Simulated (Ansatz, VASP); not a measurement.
# HfC: VASP beside Ansatz

```
Hf C
1.0
     2.90166    0.00000    0.00000
     0.00000    2.90166    0.00000
     0.00000    0.00000    2.90166
Hf C
1 1
Direct
  0.00000 0.00000 0.00000
  0.50000 0.50000 0.50000
```

Alike in both runs: functional PBE; k mesh 13 × 13 × 13; occupations fermi-dirac, width 0.1 eV; no spin polarisation.

Ansatz relaxed the structure, and its values are those at the end. VASP's run is a single point on that final structure, the one shown.

|  | VASP | Ansatz |
| --- | --- | --- |
| version | VASP 6.6.1 | Ansatz 0.2.0 |
| potentials or method | VASP PAW PBE potentials, release 64 (Hf_pv, C) | PAW with Ansatz's default frozen-core files, scalar-relativistic |
| plane-wave cutoff (eV) | 520 | 420 |
| valence electrons in the cell | 14 | 30 |

VASP gave:

```
pressure (GPa) : -1.3
```

Problem. What did Ansatz give for the same quantities?

Solution. Pressure (GPa): 0.0.

The two sets of potentials don't hold the same shells in valence.

Spin-orbit coupling is left out, which matters for the levels of Hf.
